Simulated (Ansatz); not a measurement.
## Clamped-ion strain scan in FePt

Computed with DFT PBE, scalar-relativistic, plane waves, PAW in Ansatz. Cutoff 420 eV, Γ-centred 22×22×16 k-points, Gaussian smearing of 0.15 eV. Spin–orbit coupling is left out, which matters for the heavy elements here. Collinear spins, started from moments 3.3, 0.4 μB in atom order; the magnetic state may not be the lowest. Energies are free energies at this smearing, counted from the undisturbed cell; pressure is positive in compression.

The undisturbed cell (relaxed at this level; with this scan's settings it stands at 0.1 GPa; it needn't be the usual structure):

```yaml
crystal:
  lattice:
    - [2.72882, 0.00000, 0.00000]
    - [0.00000, 2.72882, 0.00000]
    - [0.00000, 0.00000, 3.76638]
  atoms:
    - { symbol: Fe, position: [0.50000, 0.50000, 0.50000] }
    - { symbol: Pt, position: [0.00000, 0.00000, 0.00000] }
```

The cell is strained by ε times the Voigt pattern (1, 0, 0, 0, 0, 0) (xx, yy, zz, yz, xz, xy; engineering shear) with fractional coordinates fixed. The cell is metallic on the mesh throughout.

| ε | ΔE (meV/atom) |
| --- | --- |
| -0.0600 | 76.3 |
| -0.0300 | 17.0 |
| 0.0000 | 0.0 |
| 0.0450 | 27.5 |

**Question.** Predict the moment (μB/cell) at each point.

**Answer.**
```
      ε  moment (μB/cell)
-0.0600              3.15
-0.0300              3.23
 0.0000              3.30
 0.0450              3.41
```

Cost: 4 runs of about 5 core-minutes in all, on Intel Xeon 6975P-C (Granite Rapids) (shared hosts).